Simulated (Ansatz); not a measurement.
Crystal: Lu.

```
Lu
1.0
    -2.04730    2.04730    2.04730
     2.04730   -2.04730    2.04730
     2.04730    2.04730   -2.04730
Lu
1
Direct
  0.00000 0.00000 0.00000
```

This isn't the form of Lu at room conditions, which is hcp.

The cell isn't the ideal one: volume scaled by 1.15.

```yaml
Program: Ansatz 0.2.0
Task: relaxation of cell and atoms
Functional: BLYP
Dispersion: D3(BJ)+ATM
Potentials_or_basis: all-electron LAPW, relativistic spinors
Basis_error_allowed: 0.0005 eV/atom
k_mesh: 8 × 8 × 8
Occupations: fermi-dirac, width 0.05 eV
Spin: spin-orbit coupling, no magnetisation
```

At the start: volume 34.32 Å³/atom.

**Question.** Where does the relaxation end?

**Answer.** Over 6 steps the energy falls by 226.3 meV/atom and the volume is 26.78 Å³/atom (-22.0 %); space group Im-3m (No. 229, to 0.05 Å).

Step by step:
```tsv
step	energy change (eV)	largest force (eV/Å)	volume (Å³)
1	0.0000	0.0000	34.32
2	-0.1854	0.0000	29.63
3	-0.2178	0.0000	25.60
4	-0.2262	0.0000	26.92
5	-0.2263	0.0000	26.78
6	-0.2263	0.0000	26.78
```

Final structure:
```yaml
crystal:
  lattice:
    - [-1.88474, 1.88474, 1.88474]
    - [1.88474, -1.88474, 1.88474]
    - [1.88474, 1.88474, -1.88474]
  atoms:
    - { symbol: Lu, position: [0.00000, 0.00000, 0.00000] }
```
